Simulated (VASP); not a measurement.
Runs of VASP 6.6.1 on TaN. Symmetry: Fm-3m, No. 225, cubic system. The conventional cell has a = 4.358 Å, b = 4.358 Å, c = 4.358 Å, α = 90.00°, β = 90.00°, γ = 90.00°. Around Ta (site symmetry m-3m) lie 6 N at 2.18 Å. N (site symmetry m-3m) is surrounded by 6 Ta at 2.18 Å. 

| level | spin | U | fixed moment (μB) | gap on the mesh (eV) | pressure (GPa) | moment (μB) |
| --- | --- | --- | --- | --- | --- | --- |
| PBEsol+U | collinear, ferromagnetic start | Ta d U = 6 eV | 4 | - | 113.9 | 4.00 |
| PBEsol+U | collinear, ferromagnetic start | Ta d U = 6 eV | - | none | 25.4 | 0.00 |
| PBEsol | collinear, ferromagnetic start | - | - | none | (a) | 0.00 |
| PBEsol+U | collinear, zero start | Ta d U = 6 eV | - | none | 25.4 | 0.00 |
| PBEsol | collinear, ferromagnetic start | - | 2 | - | 33.7 | 2.00 |
| PBEsol | collinear, random start | - | - | none | 5.3 | 0.00 |
| PBEsol+U | collinear, random start | Ta d U = 6 eV | - | none | 25.4 | 0.00 |

Alike in all rows: task single point; potentials or basis VASP PAW PBE potentials, release 64 (Ta_pv, N); cell as given; k mesh 7 × 7 × 7; cutoff (eV) 520; smearing gaussian 0.05 eV.

Problem. Fill in the values left out.

Solution. (a) 5.4.

Caveats: the PAW data sets were made with another functional, which shifts forces and pressure a little; the moment is held away from its start (some runs); a pressure of tens of GPa on the cell as given is suspect, and the run, the potentials or the cell itself is likely at fault (some runs); the total moment is fixed, so each spin has its own Fermi level (some runs).

A k mesh can miss the band edges, and the runs leave out spin-orbit coupling on Ta.

A gap of «none» marks a metal or a gap under the smearing width.
